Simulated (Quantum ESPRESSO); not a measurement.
TaS2: band structure with LDA

The system is TaS2.

```
Ta S
1.0
     3.35000    0.00000    0.00000
    -1.67500    2.90119    0.00000
     0.00000    0.00000    5.86000
Ta S
1 2
Direct
  0.00000 0.00000 0.00000
  0.66667 0.33333 0.75000
  0.33333 0.66667 0.25000
```

```
Program                     : Quantum ESPRESSO 7.5
Task                        : band structure
Functional                  : LDA
Potentials or basis         : PseudoDojo 0.4.1 SR LDA standard
Cutoff                      : 789 eV
Density cutoff              : 3157 eV
k mesh                      : 9 × 9 × 5
Occupations                 : fermi-dirac, width 0.05 eV
Spin                        : no spin polarisation
Form of the LDA correlation : PW92
Mixing beta                 : 0.5
Most SCF iterations         : 120
SCF threshold               : 6e-10 Ry
```

```
Pressure               : 0.8 GPa
Largest force          : 0.706 eV/Å
Band gap on the k mesh : none (metal or under the smearing width)
```

Forces on the atoms (eV/Å):
```
Ta   0.000  0.000  0.000
S    0.000  0.000 -0.706
S    0.000  0.000  0.706
```

Stress tensor (GPa, compression positive):
```
-0.84  0.00  0.00
 0.00 -0.84  0.00
 0.00  0.00  4.21
```

Levels at the corners of the path, in eV from the Fermi level:
| point | band 8 | band 9 | band 10 | band 11 | band 12 | band 13 | band 14 | band 15 | band 16 | band 17 |
| --- | --- | --- | --- | --- | --- | --- | --- | --- | --- | --- |
| Γ | -4.22 | -4.22 | -1.26 | -0.72 | -0.72 | 0.01 | 0.01 | 0.25 | 4.11 | 4.11 |
| M | -4.58 | -4.46 | -4.05 | -3.40 | -2.20 | -0.79 | 2.42 | 2.96 | 4.41 | 5.23 |
| K | -5.47 | -5.47 | -3.74 | -3.74 | -3.12 | 1.13 | 2.13 | 2.13 | 4.14 | 4.14 |
| Γ | -4.22 | -4.22 | -1.26 | -0.72 | -0.72 | 0.01 | 0.01 | 0.25 | 4.11 | 4.11 |
| A | -4.19 | -4.19 | -3.57 | -0.86 | -0.86 | -0.02 | -0.02 | 1.25 | 4.53 | 4.53 |
| L | -5.23 | -4.34 | -4.19 | -2.16 | -1.91 | -1.25 | 2.41 | 2.95 | 4.34 | 4.52 |
| H | -5.54 | -5.44 | -3.74 | -3.48 | -3.48 | 1.22 | 1.44 | 1.44 | 5.08 | 5.08 |
| A | -4.19 | -4.19 | -3.57 | -0.86 | -0.86 | -0.02 | -0.02 | 1.25 | 4.53 | 4.53 |
| L | -5.23 | -4.34 | -4.19 | -2.16 | -1.91 | -1.25 | 2.41 | 2.95 | 4.34 | 4.52 |
| M | -4.58 | -4.46 | -4.05 | -3.40 | -2.20 | -0.79 | 2.42 | 2.96 | 4.41 | 5.23 |
| K | -5.47 | -5.47 | -3.74 | -3.74 | -3.12 | 1.13 | 2.13 | 2.13 | 4.14 | 4.14 |
| H | -5.54 | -5.44 | -3.74 | -3.48 | -3.48 | 1.22 | 1.44 | 1.44 | 5.08 | 5.08 |

It took 62 s on 1 thread of Arm Neoverse V2, on a shared host, peak memory 0.1 GiB.

Caveat: spin-orbit coupling is left out, which moves the levels of the heavy elements.
